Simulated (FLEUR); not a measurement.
**C under changes of volume**

One of the cells (5.672 Å³/atom); the others are scaled copies at fixed shape and fractional positions:

```
C
1.0
     2.52210    0.00000    0.00000
    -1.26105    2.18420    0.00000
     0.00000    0.00000    8.23710
C
8
Direct
  0.66667 0.33333 0.84375
  0.33333 0.66667 0.34375
  0.66667 0.33333 0.65625
  0.33333 0.66667 0.15625
  0.00000 0.00000 0.90625
  0.00000 0.00000 0.40625
  0.00000 0.00000 0.59375
  0.00000 0.00000 0.09375
```

This is a hexagonal form of diamond, not graphite.

```yaml
Program: FLEUR MaX-R8.1 (later development tree)
Functional: PBE
Potentials_or_basis: all-electron
Basis: FLAPW
Kmax: 5 1/bohr
k_mesh: 12 × 12 × 4
Occupations: fermi-dirac, width 0.05 eV
Spin: no spin polarisation
```

| volume (Å³/atom) | energy over the lowest point (meV/atom) | gap on the mesh (eV) |
| --- | --- | --- |
| 5.332 | 36.20 | 4.56 |
| 5.445 | 16.79 | 4.52 |
| 5.672 | 0.00 | 4.42 |
| 5.899 | ? | ? |
| 6.012 | 20.77 | 4.28 |

Question: What does the run at 5.899 Å³/atom give?

Answer: Energy over the lowest point 8.56 meV/atom; gap on the mesh 4.32 eV.

Worked out: A Birch-Murnaghan fit of order 2 (a polynomial in V^(-2/3)) to the other rows has its minimum at 5.70 Å³/atom with B0 = V·E''(V) = 435 GPa at fixed shape and positions, which overstates the stiffness. It gives 8.55 meV/atom at 5.899 Å³/atom, against the run's 8.56. A straight line through the other rows of the gap, of slope -2.36 eV per unit of ln V, gives 4.33 eV, against the run's 4.32.

Energies are extrapolated to zero smearing.

A mesh can miss the band edges.
